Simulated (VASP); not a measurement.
# P (R-3m) in VASP: equation of state

How stiff is P in PBE, and what volume does it want? The cell is scaled to several volumes.

All numbers are computed with VASP 6.6.1; they aren't measurements. Logs are shortened: lines on timing, memory, paths and dates and some standing lists are left out, and cuts for length are marked.

**1. The structure**

The structure is trigonal, space group R-3m (No. 166). Conventional cell: a = 3.451 Å, b = 3.451 Å, c = 9.389 Å, α = 90.00°, β = 90.00°, γ = 120.00°. P (site symmetry 3m) has 3 P at 2.29 Å as nearest neighbours.

This isn't the form of P at room conditions, which is orthorhombic.

**2. Equation of state, PBE, 15.18 Å³/atom (volume scaled by 0.94)**

Contents of INCAR:

```
SYSTEM = P
PREC = Accurate ; ENCUT = 520
EDIFF = 1E-7 ; ISMEAR = -1
SIGMA = 0.05 ; LREAL = .False.
LASPH = .True. ; NELM = 100
ALGO = Normal ; ISIF = 2
LWAVE = .False. ; LCHARG = .False.
GGA = PE ; NBANDS = 12
```

Contents of KPOINTS:

```
Automatic mesh
0
Gamma
  9 9 9
  0 0 0
```

Contents of POSCAR:

```
P
1.0
    1.6904964118      0.9760085585      3.0657910646
   -1.6904964118      0.9760085585      3.0657910646
    0.0000000000     -1.9520171168      3.0657910646
P
2
Direct
    0.7729197500      0.7729197500      0.7729197500
    0.2270802500      0.2270802500      0.2270802500
```

Potentials or basis: VASP PAW PBE potentials, release 64 (P).

Started as:

```sh
$ cat potpaw_PBE.64/P/POTCAR > POTCAR
$ mpirun -np 1 vasp_std > vasp.out
```

OUTCAR:

```text
SYSTEM = P
   PREC = Accurate
   ENCUT = 520
   EDIFF = 1E-7
   ISMEAR = -1
   LREAL = .False.
   LASPH = .True.
   NELM = 100
   ISIF = 2
   GGA = PE

 ion  position               nearest neighbor table
   1  0.773  0.773  0.773-   2 2.25   2 2.25   2 2.25   2 2.76   2 2.76   2 2.76
   2  0.227  0.227  0.227-   1 2.25   1 2.25   1 2.25   1 2.76   1 2.76   1 2.76

  LATTYP: Found a trigonal (rhomboedric) cell.
 ALAT       =     3.6344801109
 COS(alpha) =     0.5673129383

  Lattice vectors:

 A1 = (   1.6904964118,   0.9760085585,   3.0657910646)
 A2 = (  -1.6904964118,   0.9760085585,   3.0657910646)
 A3 = (   0.0000000000,  -1.9520171168,   3.0657910646)

Analysis of symmetry for initial positions (statically):
=====================================================================
 Subroutine PRICEL returns:
 Original cell was already a primitive cell.

 Routine SETGRP: Setting up the symmetry group for a
 trigonal (rhombohedral) supercell.

 Subroutine GETGRP returns: Found 12 space group operations
 (whereof 12 operations were pure point group operations)
 out of a pool of 12 trial point group operations.

The static configuration has the point symmetry D_3d.

Analysis of symmetry for dynamics (positions and initial velocities):
=====================================================================
 Subroutine PRICEL returns:
 Original cell was already a primitive cell.

 Routine SETGRP: Setting up the symmetry group for a
 trigonal (rhombohedral) supercell.

 Subroutine GETGRP returns: Found 12 space group operations
 (whereof 12 operations were pure point group operations)
 out of a pool of 12 trial point group operations.

The dynamic configuration has the point symmetry D_3d.

 Subroutine INISYM returns: Found 12 space group operations
 (whereof 12 operations are pure point group operations),
 and found     1 'primitive' translations

----------------------------------------------------------------------------------------

                                     Primitive cell

  volume of cell :      30.3502

  direct lattice vectors                    reciprocal lattice vectors
     1.690496412  0.976008559  3.065791065     0.295771110  0.170763530  0.108726696
    -1.690496412  0.976008559  3.065791065    -0.295771110  0.170763530  0.108726696
     0.000000000 -1.952017117  3.065791065     0.000000000 -0.341527060  0.108726696

  length of vectors
     3.634480111  3.634480111  3.634480111     0.358416276  0.358416276  0.358416276

[... 109 lines left out ...]
   NSW    =      0    number of steps for IOM
   IBRION =     -1    ionic relax: 0-MD 1-quasi-New 2-CG
   NFREE  =      0    steps in history (QN), initial steepest desc. (CG)
   ISIF   =      2    stress and relaxation
   ISYM   =      2    0-nonsym 1-usesym 2-fastsym
   POTIM  = 0.5000    time-step for ionic-motion
   TEBEG  =    0.0;   TEEND  =   0.0 temperature during run
   PSTRESS=    0.0 pullay stress
   NELECT =      10.0000    total number of electrons
   NUPDOWN=      -1.0000    fix difference up-down
   EMIN   =  10.00;   EMAX   =-10.00  energy-range for DOS
   EFERMI =   0.00;   METHOD = LEGACY
   ISMEAR =    -1;   SIGMA  =   0.05  broadening in eV -4-tet -1-fermi 0-gaus
   EFERMI_NEDOS =   21; number of points for ismear=-14 and -15
   IALGO  =     38    algorithm
   IMIX   =      4    mixing-type and parameters
     AMIX     =   0.40;   BMIX     =  1.00
     AMIX_MAG =   1.60;   BMIX_MAG =  1.00
  volume/ion in A,a.u.               =      15.18       102.41
  Fermi-wavevector in a.u.,A,eV,Ry     =   1.130718  2.136747 17.395361  1.278523
  Thomas-Fermi vector in A             =   2.267415
   LORBIT       =      0    0 simple, 1 ext, 2 COOP (PROOUT), +10 PAW based schemes
   GGA     = PE    functional components
   LHFCALC =     F    Hartree Fock is set to
   AEXX    =    0.0000 exact exchange contribution
   IVDW    =     0    specifies the selected vdW correction
   LEPSILON=     F    determine dielectric tensor
   LRPA    =     F    only Hartree local field effects (RPA)
 non-spin polarized calculation
  energy-cutoff  :      520.00
  volume of cell :       30.35
 maximum number of plane-waves:       831
   NGX = 13   NGY = 13   NGZ = 13

 number of electron      10.0000000 magnetization

 Free energy of the ion-electron system (eV)
  ---------------------------------------------------
  ext. energy  EPLUGINS =         0.00000000
  ---------------------------------------------------
  free energy    TOTEN  =       -10.60053235 eV

  energy without entropy =      -10.59837647  energy(sigma->0) =      -10.59945441

 E-fermi :   9.8430     XC(G=0): -11.0286

 val. band max:        9.7247974537   @ k =   0.4444  -0.0000   0.0000
 cond. band min:       9.9137407267   @ k =  -0.3333   0.1111  -0.0000
 fundamental gap:      0.1889432731
 Fermi energy:         9.8430223881

 k-point     1 :       0.0000    0.0000    0.0000
  band No.  band energies     occupation
      1      -7.3215      2.00000
      2       6.5005      2.00000
      3       6.6333      2.00000
      4       6.8176      2.00000
      5       6.8176      2.00000
      6      11.2312      0.00000
      7      12.5099      0.00000
      8      12.5099      0.00000
      9      15.6532      0.00000
     10      15.6532      0.00000
     11      16.8997      0.00000
     12      16.8997      0.00000
[... 571 lines left out ...]
 k-point    40 :      -0.1111    0.2222    0.1111
  band No.  band energies     occupation
      1      -5.9198      2.00000
      2       1.7933      2.00000
      3       4.5150      2.00000
      4       6.4330      2.00000
      5       7.2631      2.00000
      6      11.0968      0.00000
      7      12.1763      0.00000
      8      12.5747      0.00000
      9      14.7859      0.00000
     10      17.3244      0.00000
     11      18.5286      0.00000
     12      19.8228      0.00000

 [... further k-points ...]
[... 5 lines left out ...]
  --------------------------------------------------------------------------------------
  -------------------------------------------------------------------------------------
  Total        1.7019148      1.7019148      1.0284736     -0.0000000      0.0000000      0.0000000
  in kB       89.8435088     89.8435088     54.2927737     -0.0000000      0.0000000      0.0000000
  external PRESSURE =      77.9932638 kB  Pullay stress =       0.0000000 kB

 VOLUME and BASIS-vectors are now :
 -----------------------------------------------------------------------------
  energy-cutoff  :      520.00
  volume of cell :       30.35
      direct lattice vectors                 reciprocal lattice vectors
     1.690496412  0.976008559  3.065791065     0.295771110  0.170763530  0.108726696
    -1.690496412  0.976008559  3.065791065    -0.295771110  0.170763530  0.108726696
     0.000000000 -1.952017117  3.065791065     0.000000000 -0.341527060  0.108726696

 POSITION                                       TOTAL-FORCE (eV/Angst)
 -----------------------------------------------------------------------------------
      0.00000      0.00000      7.10883         0.000000     -0.000000     -0.591342
      0.00000      0.00000      2.08854         0.000000      0.000000      0.591342
 -----------------------------------------------------------------------------------
    total drift:                                0.000000     -0.000000     -0.000000

  FREE ENERGIE OF THE ION-ELECTRON SYSTEM (eV)
  ---------------------------------------------------
  free  energy   TOTEN  =       -10.6005323476 eV

  energy  without entropy=      -10.5983764651  energy(sigma->0) =      -10.59945441
```

Run time: 30 s. Hardware: 1 thread of Intel Xeon Platinum 8488C (Sapphire Rapids), shared host; peak memory 0.15 GiB.

What came out:

```
Free energy            : -10.6005 eV
Pressure               : 7.8 GPa
Largest force          : 0.591 eV/Å
Band gap on the k mesh : none (metal or under the smearing width)
```

**3. Equation of state, PBE, 15.50 Å³/atom (volume scaled by 0.96)**

Contents of INCAR:

```
SYSTEM = P
PREC = Accurate
ENCUT = 520
EDIFF = 1E-7
ISMEAR = -1
SIGMA = 0.05
LREAL = .False.
LASPH = .True.
NELM = 100
ALGO = Normal
ISIF = 2
LWAVE = .False.
LCHARG = .False.
GGA = PE
NBANDS = 12
```

Contents of KPOINTS:

```
regular mesh
0
Gamma
  9 9 9
  0 0 0
```

Contents of POSCAR:

```
P
1.0
    1.7024017084      0.9828820846      3.0873818539
   -1.7024017084      0.9828820846      3.0873818539
    0.0000000000     -1.9657641692      3.0873818539
P
2
Direct
    0.7729197500      0.7729197500      0.7729197500
    0.2270802500      0.2270802500      0.2270802500
```

Potentials or basis: VASP PAW PBE potentials, release 64 (P).

Started as:

```sh
$ cat potpaw_PBE.64/P/POTCAR > POTCAR
$ mpirun -np 1 vasp_std > vasp.out
```

Run time: 27 s. Hardware: 1 thread of Intel Xeon Platinum 8488C (Sapphire Rapids), shared host; peak memory 0.15 GiB.

Results (log left out):

```yaml
Free_energy: -10.6272 eV
Pressure: 5.4 GPa
Largest_force: 0.439 eV/Å
Band_gap_on_the_k_mesh: none (metal or under the smearing width)
```

[end of part 1 of 2]
